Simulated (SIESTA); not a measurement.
# Ti and the effect of the pressure

The cell as given:

Space group Fm-3m (No. 225). a = 4.060 Å, b = 4.060 Å, c = 4.060 Å, α = 90.00°, β = 90.00°, γ = 90.00°
```
atom  site  symmetry       x       y       z
  Ti    4a      m-3m  0.0000  0.0000  0.0000
```

This isn't the form of Ti at room conditions, which is hcp.

Kept alike: task relaxation of cell and atoms; functional PBEsol; k mesh 8 × 8 × 8; occupations fermi-dirac, width 0.05 eV; no spin polarisation. Program: SIESTA, files PseudoDojo sr-pbesol-0.4.1-standard, DZP (energy shift 0.003 Ry; two zetas on semicore shells). The mesh is that of the run's cell of 1 atom. No spin-orbit coupling.

| pressure, P (GPa) | volume (Å³/atom) |
| --- | --- |
| 0 | 16.765 |
| 5 | 16.067 |
| 10 | 15.507 |
| 20 | 14.556 |

The relaxations keep at least the cell's symmetry (Fm-3m). For a metal such a mesh leaves the last digits unconverged. The runs follow the start's structure, whether or not it is the stable one at these pressures. P is the pressure aimed at, which the runs meet within some hundredths to tenths of a GPa.

Problem. What does the pressure change here?

Solution. The volume falls from 16.765 to 14.556 Å³/atom between 0 and 20 GPa. The volume falls ever more slowly, since the solid stiffens under load. At the pressures aimed at, which the runs meet within some tenths of a GPa, the step from 0 to 5 GPa gives a mean bulk modulus near 118 GPa, the last step 158 GPa.
